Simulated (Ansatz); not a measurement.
Theory: DFT PBE, scalar-relativistic, plane waves, PAW in Ansatz. All cells share a 420 eV cutoff and Γ-centred k meshes spaced at most about 0.3 Å⁻¹ (about 0.25 or finer for metals, 2π included). No spin polarisation in the final relaxations.

Temperature and zero-point effects are left out.

Compare these two cells of GaO, each relaxed at this level.

A.

```yaml
crystal:
  lattice:
    - [2.83357, 0.00000, 0.00000]
    - [0.00000, 2.83357, 0.00000]
    - [0.00000, 0.00000, 2.83357]
  atoms:
    - { symbol: Ga, position: [0.50000, 0.50000, 0.50000] }
    - { symbol: O, position: [0.00000, 0.00000, 0.00000] }
```

B.

```yaml
crystal:
  lattice:
    - [3.45052, 0.00000, 0.00000]
    - [-1.72526, 2.98824, 0.00000]
    - [0.00000, 0.00000, 6.42297]
  atoms:
    - { symbol: Ga, position: [0.33333, 0.66667, 0.25000] }
    - { symbol: Ga, position: [0.66667, 0.33333, 0.75000] }
    - { symbol: O, position: [0.33333, 0.66667, 0.75000] }
    - { symbol: O, position: [0.66667, 0.33333, 0.25000] }
```

Question: Which form is favoured at zero pressure, and by what margin per atom?

Answer: B is lower, by 0.55 eV/atom. A has the caesium chloride type, space group Pm-3m (No. 221), 11.4 Å³/atom and no gap on its mesh; B has space group P6_3/mmc (No. 194), 16.6 Å³/atom and no gap. Counting O atoms around Ga (those within 1.25 times the shortest such distance or 1.15 times the sum of covalent radii, 1.27 where that leaves under three; the shortest distance is added where it exceeds 1.18 times the sum of covalent radii), A has Ga 8 from 2.5 Å and B has Ga 3. Both come from invented guesses. A third cell relaxed alike, in F-43m, lies 99 meV/atom below the lower of the two.

Weakly bound directions are ill-defined at this level, which has no dispersion term (P6_3/mmc), and this can change margins and order among such cells. In Pm-3m an odd number of electrons in the primitive cell allows no gap without spin; a larger cell or a magnetic state could open one. Cells relaxed within their symmetry can be saddle points.

The layered form B is clearly favoured over the caesium chloride form A, but it is not the ground state, since the F-43m cell lies lower still. The preference probably reflects the small size of gallium and the polar covalent character of its bonds to oxygen. Eightfold coordination stretches the contacts to 2.5 Å, well beyond a normal Ga–O bond, whereas three neighbours allow short, strong ones. A is much the denser form, so compression should narrow the gap in enthalpy between the two.

The metallic character follows from the composition: with oxygen as oxide, gallium is formally divalent and keeps one electron in states of largely Ga 4s character. Gallium monosulfide and monoselenide pair this electron in Ga–Ga bonds and become semiconductors, but neither cell here contains such discrete pairs. A structure with them could therefore lie lower. The ranking also leaves open whether any GaO phase would survive disproportionation into gallium metal and Ga₂O₃, the well-known stable oxide.
